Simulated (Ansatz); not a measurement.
## Relaxing BaTiO3

These are results of DFT PBE+U, scalar-relativistic, plane waves, PAW (Ansatz), not measurements. Settings: 420 eV cutoff, 6×6×6 k-mesh, Gaussian smearing of 0.02 eV, no spin polarisation, U_eff Ti 4.0 eV on d shells.

What was changed: biaxial strain in the a-b plane, c and atoms relaxed: -3.0 %.

Command:

```bash
ansatz run input.yaml --threads 1 --pin off --max-ram 2560MiB --backend cpu --events-out ev --progress --plain --runs-dir out
```

Input:

```yaml
crystal:
  lattice:
    - [2.7747091852, 1.601979095, 2.2758245614]
    - [-2.7747091852, 1.601979095, 2.2758245614]
    - [0.0, -3.3629825586, 2.3877636442]
  atoms:
    - { symbol: Ba, position: [-0.0057754471, -0.0057754471, 0.0095265398] }
    - { symbol: Ti, position: [0.4942315695, 0.4942315695, 0.5244207312] }
    - { symbol: O, position: [0.4942146004, 0.9942122343, 0.4843236865] }
    - { symbol: O, position: [0.4942180428, 0.4942180428, 0.968506356] }
    - { symbol: O, position: [0.9942122343, 0.4942146004, 0.4843236865] }
basis:
  ecutwfc: 420
kpoints:
  mp_grid: { grid: [6, 6, 6] }
hamiltonian:
  xc: pbe
  hubbard: { sites: [{ species: Ti, l: d, u_eff: 4.0 }] }
scf:
  occupations: { method: gaussian, width: 0.02 }
output:
  forces: true
  stress: true
  eigenvalues: true
relax:
  adjacent_minimum: "off"
  f_tol: 0.008
  max_steps: 40
  cell: { stress_tol: 0.015, fix: [a, b, gamma] }
```

F is the free energy. Steps run on the plane waves of an earlier cell, but the last one, and at times one on the way, on a freshly chosen basis, so a repeated geometry can differ a little in energy. The held parts of the cell keep their stress, so P needn't end at zero.

Steps:

| step | F − F(1) (eV) | largest force component (eV/Å) | V (Å³/atom) | P (GPa) |
| --- | --- | --- | --- | --- |
| 1 | 0.0000 | 0.310 | 12.740 | 7.87 |
| 2 | -0.0186 | 0.071 | 12.955 | 5.20 |
| 3 | -0.0205 | 0.194 | 13.096 | 3.75 |
| 4 | -0.0220 | 0.119 | 13.094 | 3.72 |
| 5 | -0.0226 | 0.011 | 13.203 | 3.37 |
| 6 | -0.0228 | 0.001 | 13.194 | 3.40 |
| 7 | -0.0340 | 0.001 | 13.194 | 3.70 |
| 8 | -0.0333 | 0.003 | 13.289 | 3.11 |
| 9 | -0.0331 | 0.001 | 13.302 | 3.04 |
| 10 | -0.0350 | 0.001 | 13.302 | 3.06 |
| 11 | -0.0348 | 0.001 | 13.315 | 2.98 |
| 12 | -0.0351 | 0.001 | 13.315 | 2.98 |

Relaxed structure:

```
CELL_PARAMETERS angstrom
2.77471 1.60650 2.27264
-2.77471 1.60650 2.27264
0.00000 -3.52000 2.48827
ATOMIC_POSITIONS crystal
Ba 0.99422 0.99422 0.01980
Ti 0.49422 0.49422 0.53388
O 0.49422 0.99422 0.47972
O 0.49422 0.49422 0.95799
O 0.99422 0.49422 0.47972
```

It takes space group Cmm2 (No. 35, orthorhombic). The conventional cell has a = 5.549 Å, b = 5.566 Å, c = 4.311 Å, α = 90.00°, β = 90.00°, γ = 90.00°. Ba (site symmetry mm2) has 12 O at 2.79 to 3.05 Å as nearest neighbours. Ti (site symmetry mm2) has 5 O at 1.83 to 1.98 Å as nearest neighbours. O (site symmetry 2) is surrounded by 2 Ti at 1.98 Å. O (site symmetry mm2) has 1 Ti at 1.83 Å as nearest neighbours.

The run converged. Time: 3 min on 1 thread of Arm Neoverse V2, with other jobs on the host, peak memory 0.5 GiB.